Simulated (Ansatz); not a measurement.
**HfO2: band structure with PBE**

The system is HfO2.

```
CELL_PARAMETERS angstrom
5.21946 0.00000 0.00000
0.00000 5.00476 0.00000
0.00000 0.00000 5.03269
ATOMIC_POSITIONS crystal
Hf 0.96699 0.73252 0.74144
Hf 0.53301 0.73252 0.24144
Hf 0.46699 0.26748 0.74144
Hf 0.03301 0.26748 0.24144
O 0.63213 0.92865 0.87927
O 0.86787 0.92865 0.37927
O 0.23395 0.53988 0.49229
O 0.26605 0.53988 0.99229
O 0.76605 0.46012 0.99229
O 0.73395 0.46012 0.49229
O 0.13213 0.07135 0.87927
O 0.36787 0.07135 0.37927
```

Measurements of this composition are mostly on another form, of space group No. 14.

```json
{
 "Program": "Ansatz 0.2.0",
 "Task": "band structure",
 "Functional": "PBE",
 "Potentials or basis": "Ansatz PAW",
 "Cutoff": "420 eV (not typed: the program's choice for these potentials)",
 "k mesh": "5 × 6 × 5",
 "Occupations": "fermi-dirac, width 0.05 eV",
 "Spin": "no spin polarisation",
 "Path": "[[\"G\", \"X\", \"S\", \"Y\", \"G\", \"Z\", \"U\", \"R\", \"T\", \"Z\"], [\"Y\", \"T\"], [\"U\", \"X\"], [\"S\", \"R\"]]",
 "Points for each segment of the path": "10"
}
```

```yaml
Pressure: 9.8 GPa
Largest_force: 0.117 eV/Å
Band_gap_on_the_k_mesh: 4.48 eV, indirect (least direct gap 4.68 eV)
Band_gap_along_the_path: 4.56 eV, indirect (least direct gap 4.67 eV)
```

Forces in eV/Å, atoms in the order of the input:
```
Hf   0.052 -0.027  0.090
Hf  -0.052 -0.027  0.090
Hf   0.052  0.027  0.090
Hf  -0.052  0.027  0.090
O   -0.030 -0.034 -0.011
O    0.030 -0.034 -0.011
O    0.034  0.079 -0.078
O   -0.034  0.079 -0.078
O   -0.034 -0.079 -0.078
O    0.034 -0.079 -0.078
O   -0.030  0.034 -0.011
O    0.030  0.034 -0.011
```

Stress tensor (GPa, compression positive):
```
9.83 0.00 0.00
0.00 9.93 0.00
0.00 0.00 9.51
```

Levels at the corners of the path, in eV from the valence-band top:
| point | band 73 | band 74 | band 75 | band 76 | band 77 | band 78 | band 79 | band 80 |
| --- | --- | --- | --- | --- | --- | --- | --- | --- |
| Γ | -0.68 | -0.17 | -0.05 | 0.00 | 5.00 | 5.26 | 5.36 | 5.79 |
| X | -0.79 | -0.38 | -0.18 | -0.11 | 4.57 | 4.95 | 5.02 | 5.66 |
| S | -1.00 | -1.00 | -0.35 | -0.35 | 4.60 | 4.60 | 5.00 | 5.00 |
| Y | -0.33 | -0.33 | -0.26 | -0.26 | 4.71 | 4.71 | 5.37 | 5.37 |
| Γ | -0.68 | -0.17 | -0.05 | 0.00 | 5.00 | 5.26 | 5.36 | 5.79 |
| Z | -0.67 | -0.67 | -0.38 | -0.38 | 5.26 | 5.26 | 5.67 | 5.67 |
| U | -0.61 | -0.61 | -0.46 | -0.46 | 4.75 | 4.75 | 5.20 | 5.20 |
| R | -0.82 | -0.82 | -0.82 | -0.82 | 4.74 | 4.74 | 4.74 | 4.74 |
| T | -0.69 | -0.69 | -0.69 | -0.69 | 5.25 | 5.25 | 5.25 | 5.25 |
| Z | -0.67 | -0.67 | -0.38 | -0.38 | 5.26 | 5.26 | 5.67 | 5.67 |
| Y | -0.33 | -0.33 | -0.26 | -0.26 | 4.71 | 4.71 | 5.37 | 5.37 |
| T | -0.69 | -0.69 | -0.69 | -0.69 | 5.25 | 5.25 | 5.25 | 5.25 |
| U | -0.61 | -0.61 | -0.46 | -0.46 | 4.75 | 4.75 | 5.20 | 5.20 |
| X | -0.79 | -0.38 | -0.18 | -0.11 | 4.57 | 4.95 | 5.02 | 5.66 |
| S | -1.00 | -1.00 | -0.35 | -0.35 | 4.60 | 4.60 | 5.00 | 5.00 |
| R | -0.82 | -0.82 | -0.82 | -0.82 | 4.74 | 4.74 | 4.74 | 4.74 |

Run time: 70 s on 4 threads of Intel(R) Xeon(R) Processor @ 2.50GHz (Skylake/Cascade Lake), with other jobs on the host, peak memory 1.4 GiB.

Caveat: the pressure holds a Pulay correction of +0.8 GPa for the finite cutoff; spin-orbit coupling is left out, which moves the levels of the heavy elements. Expect the measured gap to be larger: semilocal functionals such as PBE lack the derivative discontinuity.
